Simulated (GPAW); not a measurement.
# Calculated records

**Quasiparticle gap of SrCl2 (1T monolayer) in GPAW**

The cell holds 3 atoms: 1 Sr and 2 Cl. Cell: a = 4.305 Å, b = 4.305 Å, c = 14.400 Å, α = 90.0°, β = 90.0°, γ = 120.0°. Vacuum lies along c.

```yaml
method: DFT, LDA, plane waves, PAW (and 1 further level or step)
program: GPAW 26.7.0
settings_of_one_run: cutoff 550 eV, GPAW PAW setups 1.2.1 data release, 6×6×1 k-mesh
notes: Values taken over the cell’s volume include its vacuum. The start is a generated structure, not a measured one. Limits: no spin-orbit coupling. Bands and cutoff are finite, so the gap is not at the basis limit. The miss can reach some tenths of an eV and take either sign; the mesh is an error of its own.
lda_gap: 5.77 eV, indirect
g0w0_gap_on_the_mesh: 9.10 eV
gw_settings: 6×6×1 mesh, 174 bands, screening to 48 eV, full frequency, Hilbert transform
known_limits: not at the basis limit; no spin-orbit coupling
```

G0W0 moves the gap on the mesh from 5.77 eV to 9.10 eV (+3.33 eV), with Z of 0.82 and 0.88 at the edges. Only 2 of the mesh's irreducible points were corrected, so a valley elsewhere could overtake.

[Paths, hosts, dates, memory and timing lines, banners, echoed tables and standing remarks are left out of the program output.]

[Logs are printed without paths, hosts, clocks, repeated set-up lines and the standing remarks that a program may print on its own settings, such as how far it seeks lower states.]

[Runs of the session that timed out or met a known fault of the program may be left out.]

[Hosts, paths, dates, database ids (printed as entryN), source tags and the programs' standing remarks are cut or masked in the printed files.]
